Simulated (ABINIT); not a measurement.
AlN:

```
Al N
1.0
     3.11300    0.00000    0.00000
    -1.55650    2.69594    0.00000
     0.00000    0.00000    4.98100
Al N
2 2
Direct
  0.66667 0.33333 0.50000
  0.33333 0.66667 0.00000
  0.66667 0.33333 0.88000
  0.33333 0.66667 0.38000
```

Base run:

| Item | Value |
| --- | --- |
| Program | ABINIT 10.8.3 (patched build) |
| Functional | LDA |
| Potentials or basis | PseudoDojo NC SR LDA v0.4.1 standard |
| Cutoff | 980 eV |
| k mesh | 8 × 8 × 4 |
| Occupations | fermi-dirac, width 0.05 eV |
| Spin | no spin polarisation |

Its results: band gap on the k mesh 4.26 eV, direct; pressure -6.3 GPa; largest force 0.114 eV/Å.

Q: The run is repeated on the same cell with these changes: functional from LDA to PBEsol; potentials or basis from PseudoDojo NC SR LDA v0.4.1 standard to PseudoDojo NC SR PBEsol v0.4 stringent. What comes out?

A: Band gap on the k mesh 4.14 eV, direct; pressure -0.3 GPa; largest force 0.132 eV/Å.

A k mesh can miss the band edges.

Not every run made on this cell is shown here.
